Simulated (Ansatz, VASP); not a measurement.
Ga3H in VASP and in Ansatz

```
CELL_PARAMETERS angstrom
0.00000 3.13991 3.13991
3.13991 0.00000 3.13991
3.13991 3.13991 0.00000
ATOMIC_POSITIONS crystal
Ga 0.25000 0.25000 0.25000
Ga 0.50000 0.50000 0.50000
Ga 0.75000 0.75000 0.75000
H 0.00000 0.00000 0.00000
```

Change from the starting cell: species swapped into the YMg3 type (Fm-3m, No. 225).

Alike in both runs: task relaxation of cell and atoms; functional PBE; k mesh 12 × 12 × 12; occupations gaussian, width 0.1 eV; no spin polarisation.

|  | VASP | Ansatz |
| --- | --- | --- |
| version | VASP 6.6.1 | Ansatz 0.2.0 |
| potentials or method | VASP PAW PBE potentials, release 64 (Ga_d, H) | scalar-relativistic, plane waves, PAW |
| plane-wave cutoff (eV) | 600 | 420 |
| valence electrons in the cell | 40 | 40 |

|  | VASP | Ansatz | Ansatz less VASP |
| --- | --- | --- | --- |
| gap on the k mesh at the Fermi level, each at its own relaxed structure (eV) | none | none | - |
| relaxed volume (Å³/atom) | 15.37 | 15.36 | -0.012 |
| relaxed cell length with the largest relative difference (Å) | 4.430 | 4.429 | -0.0011 |

A gap of «none» marks a metal or a gap that the smearing closes.
